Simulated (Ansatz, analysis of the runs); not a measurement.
# A defect in a wire: Ir wire along [110], 3 atoms a period, Ag in place of one Ir, part 2 of 2

What does the defect do to the conductance?

Ansatz 0.2.0; DFT PBE, plane waves, PAW; relaxation of a wire's period (the session's first sound run).

So far, conductance of the lead as this run defines it (G₀): step 3 (bands of the perfect wire) 6.27.

## Step 5: Transmission between the leads

This step: DFT PBE, plane waves, PAW; transmission of a junction in a wire (Ansatz 0.2.0).

The cell is now read as a scatterer between two semi-infinite leads, named by two sites one period apart. The scattering states in its self-consistent potential are matched to the leads' states at each energy. One point across is taken, as for a wire in vacuum.

Contents of input.yaml:

```yaml
crystal:
  lattice:
    - [8.735, 0.0, 0.0]
    - [0.0, 9.537, 0.0]
    - [0.0, 0.0, 22.3687963302]
  atoms:
    - { symbol: Ir, position: [0.388449262, 0.369988667, -1.0e-10] }
    - { symbol: Ir, position: [0.612340171, 0.499973956, 0.0555555559] }
    - { symbol: Ir, position: [0.388449262, 0.629959245, -1.0e-10] }
    - { symbol: Ir, position: [0.388449262, 0.369988667, 0.1111111109] }
    - { symbol: Ir, position: [0.612340171, 0.499973956, 0.1666666669] }
    - { symbol: Ir, position: [0.388449262, 0.629959245, 0.1111111109] }
    - { symbol: Ir, position: [0.388449262, 0.369988667, 0.2222222219] }
    - { symbol: Ir, position: [0.612340171, 0.499973956, 0.2777777779] }
[... 15 atom lines left out ...]
    - { symbol: Ir, position: [0.388449262, 0.629959245, 0.7777777779] }
    - { symbol: Ir, position: [0.388449262, 0.369988667, 0.8888888889] }
    - { symbol: Ir, position: [0.612340171, 0.499973956, 0.9444444444] }
    - { symbol: Ir, position: [0.388449262, 0.629959245, 0.8888888889] }
kpoints:
  mp_grid: { grid: [1, 1, 4] }
scf:
  occupations: { method: fermi_dirac, width: 0.05 }
hamiltonian:
  xc: pbe
output:
  transmission:
    e_range: [-1.26, 1.26]
    de: 0.035
    kmesh: [1, 1]
    reduced_basis: true
    leads: [[24, 0]]
  dos: { projected: true, e_range: [-4, 3] }
  write_potential: true
  write_density: true
  volumetric_format: npy
  elf: true
basis:
  ecutwfc: "350 eV"
```

Launch:

```
ansatz run input.yaml --threads 4 --pin off --max-ram 16384MiB --backend cpu --events-out ev --progress --plain --runs-dir out
```

The job ended after 3.1 min (4 threads of Arm Neoverse V2, shared host; peak memory 4.1 GiB).

Numbers from this step:

```yaml
energy_at_zero_smearing: -317846.5104 eV
transmission_at_the_energy_nearest_the_fermi_level_one_spin: 1.961
step_of_the_lead_s_hamiltonian: 43.5 meV
conductance_of_the_junction: 2.015 G₀
```

Table of transmission, one spin by energy, zero at the Fermi level:

| energy (eV) | transmission, one spin |
| --- | --- |
| -1.26 | 2.59 |
| -1.19 | 2.38 |
| -1.08 | 1.84 |
| -1.01 | 1.44 |
| -0.91 | 1.48 |
| -0.84 | 1.63 |
| -0.73 | 2.16 |
| -0.67 | 2.19 |
| -0.56 | 2.83 |
| -0.49 | 2.79 |
| -0.39 | 2.47 |
| -0.32 | 2.69 |
| -0.28 | 2.88 |
| -0.21 | 2.11 |
| -0.14 | 2.24 |
| -0.04 | 2.10 |
| 0.00 | 1.96 |
| 0.04 | 1.99 |
| 0.14 | 2.29 |
| 0.21 | 2.59 |
| 0.32 | 2.31 |
| 0.39 | 2.13 |
| 0.46 | 1.68 |
| 0.49 | 1.34 |
| 0.56 | 0.284 |
| 0.67 | 0.989 |
| 0.73 | 1.13 |
| 0.84 | 1.51 |
| 0.91 | 2.35 |
| 0.94 | 2.39 |
| 1.01 | 2.06 |
| 1.08 | 1.70 |
| 1.19 | 1.90 |
| 1.26 | 2.73 |

Table of open channels of the lead, one spin by energy, zero at the Fermi level:

| energy (eV) | open channels of the lead, one spin |
| --- | --- |
| -1.26 | 7 |
| -1.19 | 6 |
| -1.08 | 5 |
| -1.01 | 5 |
| -0.91 | 4 |
| -0.84 | 4 |
| -0.73 | 6 |
| -0.67 | 6 |
| -0.56 | 9 |
| -0.49 | 9 |
| -0.39 | 9 |
| -0.32 | 8 |
| -0.21 | 8 |
| -0.14 | 8 |
| -0.04 | 7 |
| 0.00 | 6 |
| 0.04 | 6 |
| 0.14 | 6 |
| 0.21 | 8 |
| 0.32 | 7 |
| 0.39 | 7 |
| 0.49 | 5 |
| 0.56 | 3 |
| 0.67 | 5 |
| 0.73 | 5 |
| 0.84 | 5 |
| 0.91 | 5 |
| 1.01 | 5 |
| 1.08 | 5 |
| 1.19 | 5 |
| 1.26 | 7 |

Projected DOS an atom over height of the atomic layer and energy from the Fermi level.  broadened by a Gaussian of 0.15 eV, since few k-points sample the long cell.

Values in states/eV, 12 rows by 16 columns, each cell a mean:
```
1.03 1.27 0.98 1.03 0.88 0.85 0.62 0.76 1.02 0.77 1.14 1.12 1.14 1.21 1.01 1.35
1.09 1.14 1.26 1.25 1.36 1.38 0.94 1.33 1.46 1.19 1.20 1.12 1.12 1.09 0.99 1.03
1.42 1.31 1.45 1.60 1.70 1.59 1.04 1.57 1.54 1.85 1.44 1.51 1.44 1.30 1.42 1.22
2.80 2.54 2.51 2.37 2.28 2.02 1.41 1.67 2.13 2.26 2.34 2.60 2.64 2.74 2.94 2.76
3.16 2.22 2.80 2.47 2.23 1.89 1.75 2.27 1.89 2.45 2.36 2.61 2.70 2.42 3.07 2.10
1.52 1.71 1.61 1.92 2.11 2.08 1.35 2.06 1.89 2.43 1.79 1.77 1.64 1.64 1.37 1.65
1.05 1.14 1.12 1.42 1.67 1.73 1.25 1.35 1.55 1.42 1.18 1.13 1.07 1.17 1.04 1.20
0.79 1.06 0.95 1.09 1.13 1.19 1.12 1.21 1.22 0.97 1.02 0.99 0.88 1.00 0.89 1.09
0.83 1.15 1.02 1.20 1.07 1.11 1.15 1.10 1.07 1.10 1.34 1.17 0.95 1.01 0.93 1.18
1.13 1.47 1.29 1.20 1.19 1.25 2.04 1.28 1.10 1.05 1.44 1.53 1.30 1.30 1.19 1.33
1.80 1.91 1.38 1.59 1.42 1.19 2.85 1.30 1.37 1.44 1.49 1.62 1.87 1.95 1.76 2.06
0.75 0.88 1.00 1.40 1.53 1.21 2.19 1.18 1.76 1.66 1.18 0.89 0.79 0.87 0.92 0.97
```
Columns: height of the atomic layer (Å) from 1.24 to 22.4 (not evenly spaced); rows upwards: energy from the Fermi level (eV) from -3.98 to 1.47.

Valence density in the cb plane at fractional x = 0.388, with atoms of Ir within 0.2 Å of it. It is the smooth field of the valence electrons, not physical close to the nuclei.

Ten even steps from '0' (0.0 e/Å³) to '9' (9.0 e/Å³), each cell a mean:
```
00000000000000000000000000000000000000000000
00000000000000000000000000000000000000000000
00000000000000000000000000000000000000000000
00000000000000000000000000000000000000000000
00000000000000000000000000000000000000000000
00000000000000000000000000000000000000000000
00111000011100000000000000000000000001100000
01476200147620001210000010000011100036731013
02799510279941015862001464100256310159961016
01587300268730027983103898300378510148841015
00122100013210015762002797200245300012210001
00000000000000001210000232100011000000000000
00011000001100000000000000000000000001100000
01355200135410000000000000000000000025520003
02699410279831012210000000000011100159951016
01698410269830013310000000000012100148951015
00243100024310001110000000000001100013420002
00000000000000000000000000000000000000000000
00000000000000000000000000000000000000000000
00000000000000000000000000000000000000000000
00000000000000000000000000000000000000000000
00000000000000000000000000000000000000000000
00000000000000000000000000000000000000000000
00000000000000000000000000000000000000000000
```
Columns run along c (16.0 Å, from fractional 0.06 to 0.77 of the cell), rows up along b (9.5 Å). Atoms in or near the plane, at fractional coordinates: Ir at (0.11, 0.37), Ir at (0.11, 0.63), Ir at (0.22, 0.37), Ir at (0.22, 0.63), Ir at (0.34, 0.60), Ir at (0.45, 0.58), Ir at (0.67, 0.37), Ir at (0.67, 0.63).

Electrostatic potential energy in the cb plane at fractional x = 0.388, with atoms of Ir within 0.2 Å of it. With pseudopotentials it is smooth inside the atoms' cores, unlike the true potential.

Ten even steps from '0' (-67 eV) to '9' (6 eV), each cell a mean:
```
99999999999999999999999999999999999999999999
99999999999999999999999999999999999999999999
99999999999999999999999999999999999999999999
99999999999999999999999999999999999999999999
99999999999999999999999999999999999999999999
99988999998999999999999999999999999998899999
98755799865689998889999999999988999975578987
86201478620148985457998767899755789731037873
85100278400037851014886212688411378610016851
86200378510047840003783000377300268720026862
98644789854478862015884000488522478864468986
99888899988899986568987434789876789988889998
98767899876789998889999888999988999986689998
87312588631258987788999999999888899741147874
85100278400037864468999999998876688610016851
85100278510037863358999999998865578620016861
97423689742368875578999999999876789853258985
99877899987889998899999999999998899987789998
99999999999999999999999999999999999999999999
99999999999999999999999999999999999999999999
99999999999999999999999999999999999999999999
99999999999999999999999999999999999999999999
99999999999999999999999999999999999999999999
99999999999999999999999999999999999999999999
```
Columns run along c (16.0 Å, from fractional 0.06 to 0.77 of the cell; values clipped at the 3rd and 97th percentile), rows up along b (9.5 Å). Atoms in or near the plane, at fractional coordinates: Ir at (0.11, 0.37), Ir at (0.11, 0.63), Ir at (0.22, 0.37), Ir at (0.22, 0.63), Ir at (0.34, 0.60), Ir at (0.45, 0.58), Ir at (0.67, 0.37), Ir at (0.67, 0.63).

ELF in the cb plane at fractional x = 0.388, with atoms of Ir within 0.2 Å of it. It is the smooth field of the valence electrons, not physical close to the nuclei.

Values, 13 rows by 16 columns, each cell a mean:
```
0.01 0.01 0.01 0.00 0.00 0.00 0.00 0.00 0.00 0.00 0.00 0.00 0.00 0.00 0.01 0.01
0.13 0.05 0.11 0.05 0.04 0.07 0.03 0.04 0.04 0.05 0.03 0.03 0.08 0.04 0.07 0.09
0.30 0.12 0.30 0.14 0.14 0.25 0.09 0.18 0.16 0.19 0.14 0.09 0.26 0.11 0.21 0.25
0.39 0.38 0.37 0.37 0.34 0.38 0.20 0.35 0.25 0.29 0.30 0.18 0.38 0.37 0.37 0.36
0.45 0.58 0.38 0.55 0.52 0.42 0.58 0.41 0.49 0.44 0.44 0.58 0.34 0.56 0.51 0.48
0.34 0.52 0.28 0.47 0.41 0.39 0.61 0.35 0.55 0.52 0.40 0.61 0.28 0.48 0.40 0.35
0.25 0.36 0.23 0.33 0.29 0.24 0.35 0.25 0.37 0.33 0.26 0.31 0.21 0.33 0.29 0.26
0.39 0.58 0.33 0.52 0.47 0.31 0.37 0.28 0.22 0.24 0.30 0.33 0.27 0.55 0.45 0.42
0.44 0.59 0.39 0.56 0.49 0.41 0.46 0.31 0.18 0.21 0.36 0.43 0.34 0.55 0.51 0.47
0.37 0.26 0.40 0.30 0.28 0.38 0.37 0.27 0.16 0.18 0.33 0.34 0.37 0.25 0.35 0.34
0.26 0.11 0.28 0.15 0.17 0.22 0.19 0.16 0.11 0.11 0.19 0.18 0.23 0.12 0.21 0.23
0.08 0.04 0.09 0.05 0.06 0.06 0.05 0.05 0.04 0.04 0.05 0.05 0.06 0.05 0.07 0.07
0.00 0.00 0.00 0.00 0.00 0.00 0.00 0.00 0.00 0.00 0.00 0.00 0.00 0.00 0.00 0.00
```
Columns run along c (16.0 Å, from fractional 0.06 to 0.77 of the cell), rows up along b (9.5 Å). Atoms in or near the plane, at fractional coordinates: Ir at (0.11, 0.37), Ir at (0.11, 0.63), Ir at (0.22, 0.37), Ir at (0.22, 0.63), Ir at (0.34, 0.60), Ir at (0.45, 0.58), Ir at (0.67, 0.37), Ir at (0.67, 0.63).

By hand: the program gives 1.8743 × 10^14 S/m² over the cell's cross-section of 83.31 Å² = 8.331 × 10^-19 m², so one cell conducts 1.561 × 10^-4 S. Divided by G0 = 2e²/h = 7.748 × 10^-5 S this is 2.02 G0, a resistance of 6.40 kΩ.

The conductance is 2.02 G₀, with 6 channels a spin open in the lead. The lead's Hamiltonian steps by 43.5 meV, which the program calls too much for a lead. The largest term of the program's error estimate is 55 %.

## Step 6: Landauer integrals

This step: Landauer integrals over the computed T(E), interpolated linearly between its energies (analysis of the runs above).

Conductance and thermopower are moments of T(E) over the thermal window; sliding the window along E stands for a gate that leaves T(E) rigid.

Numbers from this step:

| Item | Value |
| --- | --- |
| conductance at 300 K, interpolated from T(E) | 2.003 G₀ |
| thermopower at 300 K | -1.617 μV/K |
| Lorenz number over L0 | 1.029 |

T(E) held rigid; rough near sharp steps of T(E). Table of conductance at 300 K by shift of the leads' level:

| shift of the leads' level (eV) | conductance at 300 K (G₀) |
| --- | --- |
| -0.900 | 1.54 |
| -0.800 | 1.73 |
| -0.750 | 1.97 |
| -0.650 | 2.27 |
| -0.550 | 2.67 |
| -0.450 | 2.57 |
| -0.400 | 2.45 |
| -0.300 | 2.59 |
| -0.200 | 2.27 |
| -0.150 | 2.16 |
| -0.050 | 1.99 |
| 0.050 | 2.05 |
| 0.150 | 2.31 |
| 0.200 | 2.42 |
| 0.300 | 2.29 |
| 0.400 | 1.82 |
| 0.450 | 1.45 |
| 0.550 | 0.614 |
| 0.650 | 0.981 |
| 0.750 | 1.19 |
| 0.800 | 1.37 |
| 0.900 | 2.06 |

T(E) held rigid; rough near sharp steps of T(E). Table of thermopower at 300 K by shift of the leads' level:

| shift of the leads' level (eV) | thermopower at 300 K (μV/K) |
| --- | --- |
| -0.900 | -4.99 |
| -0.850 | -8.13 |
| -0.800 | -14.5 |
| -0.700 | -9.76 |
| -0.650 | -8.20 |
| -0.600 | -12.6 |
| -0.550 | -6.22 |
| -0.450 | 6.89 |
| -0.400 | 4.78 |
| -0.350 | -4.33 |
| -0.300 | -3.83 |
| -0.200 | 11.8 |
| -0.150 | 6.13 |
| -0.100 | 6.89 |
| -0.050 | 1.18 |
| 0.050 | -5.55 |
| 0.100 | -8.87 |
| 0.150 | -8.29 |
| 0.200 | -2.48 |
| 0.300 | 7.08 |
| 0.350 | 15.6 |
| 0.400 | 29.0 |
| 0.450 | 40.9 |
| 0.550 | 9.14 |
| 0.600 | -35.2 |
| 0.650 | -16.6 |
| 0.700 | -14.5 |
| 0.800 | -25.9 |
| 0.850 | -30.4 |
| 0.900 | -19.7 |

The two levels move by half the bias each and T(E) is held rigid. Table of current from the zero-bias T(E) by bias:

| bias (V) | current from the zero-bias T(E) (μA) |
| --- | --- |
| 0.000 | 0 |
| 0.100 | 15.6 |
| 0.200 | 31.5 |
| 0.300 | 48.3 |
| 0.400 | 66.0 |
| 0.500 | 84.6 |
| 0.600 | 104 |
| 0.700 | 122 |
| 0.800 | 139 |
| 0.900 | 155 |
| 1.000 | 170 |
| 1.100 | 183 |
| 1.200 | 196 |
| 1.300 | 209 |
| 1.400 | 221 |
| 1.500 | 234 |
| 1.600 | 246 |
| 1.700 | 258 |
| 1.800 | 272 |
| 1.900 | 286 |

By hand, Mott's formula: S = −(π²k²T/3e) d ln T/dE, and π²k²T/3e = 7.33 μV/K × eV at 300 K. The computed T is 1.78 at -0.070 eV and 2.05 at +0.070 eV, so d ln T/dE ≈ 1.01 per eV and S ≈ -7.39 μV/K, against -1.62 from the integrals.

The thermopower is -1.62 μV/K. The Lorenz ratio is 1.03, where the Wiedemann-Franz law gives 1. Moving the level by up to 0.1 eV either way gives -8.9 to 6.9 μV/K.

## Step 7: Results

- conductance of the perfect wire: 6.27 G₀
- conductance, Ag in place of one Ir: 2.02 G₀ (one error term of 55 %, so a rough value at best)
- thermopower, Ag in place of one Ir: -1.62 μV/K (rough, as the conductance is)

In words: Summed over the computed window, 33 % of the lead's open channels pass the defect; the conductance at 300 K is 2.02 G₀. With Ag in place of one Ir, 31 % of the conductance of that run's own lead (6.52 G₀) is left. Transport is coherent and elastic here: the atoms are frozen, so scattering by vibrations plays no part. In the perfect wire the moments were started parallel, and no opposed start was run. With Ag in place of one Ir several atoms of the wire itself moved far in the relaxation, so the changed stretch between the held leads may scatter as well as the defect. The free region is short: held atoms still bear up to 1.4 eV/Å after a relaxation. Spin-orbit coupling is left out, which matters for the bands of heavy atoms. In 1 run the program finds the step of the lead's Hamiltonian too large, so longer leads may change the transmission. One term of the program's error estimate for a conductance, of a junction or of the perfect wire, reaches 55 % in this session. A junction with open d shells ran without spin, after the few moments seeded in its relaxation died away; moments on all d atoms were not tried. A cutoff under the files' recommended one was taken to save time; its effect on T(E) was not tested here. A cell with an odd number of electrons ran without spin; a level of the scatterer near the Fermi level could split if spin were allowed.

[Logs are printed without paths, hosts, clocks, repeated set-up lines and the standing remarks that a program may print on its own settings, such as how far it seeks lower states.]

[Hosts, paths, dates, database ids (printed as entryN), source tags and the programs' standing remarks are cut or masked in the printed files.]
